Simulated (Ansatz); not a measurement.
**Ionic part of the dielectric constant of ZnS, mode by mode**

Computed with DFT PBE, scalar-relativistic, plane waves, PAW (Ansatz). Settings: 420 eV plane-wave cutoff, Γ-centred 6×6×6 mesh, fixed occupations. No spin polarisation. Phonons by linear response, acoustic sum rule imposed.

Space group I-43m (No. 217), cubic, a = 7.430 Å. Zn is surrounded by 4 S at 2.27–2.41 Å; S has 4 Zn at 2.27–2.41 Å.

It was reached by relaxing an invented guess, and it needn't be the stable form of this composition. The run warned that its linear response isn't converged on this k mesh, so dielectric tensors, Born charges and infrared intensities are rough, and the frequencies may be too.

The primitive cell has V = 205.12 Å³ and ε∞,yy = 4.770. Each polar mode adds Δε = (4.92064×10⁷/V)·S/ν² along y, with S its oscillator strength in e²/amu, ν in cm⁻¹ and V in Å³.

Q: From these modes, find each Δε and ε0,yy.
| ν (cm⁻¹) | S_yy (e²/amu) |
| --- | --- |
| 181.67 | 0.07497 |
| 246.53 | 0.3134 |
| 341.80 | 0.3597 |

A:
```json
{"ν (cm⁻¹)": "181.67", "Δε": "0.54"}
{"ν (cm⁻¹)": "246.53", "Δε": "1.24"}
{"ν (cm⁻¹)": "341.80", "Δε": "0.74"}
```

The sum is 2.52, so ε0,yy = 7.29; the run's tensor has 7.29.

Q: Where do the longitudinal modes lie for a wave vector along y?

A: At 187.25, 269.74, 374.71 cm⁻¹. The Lyddane–Sachs–Teller product Π(ν_LO/ν_TO)² = 1.53 agrees with ε0/ε∞ = 1.53.
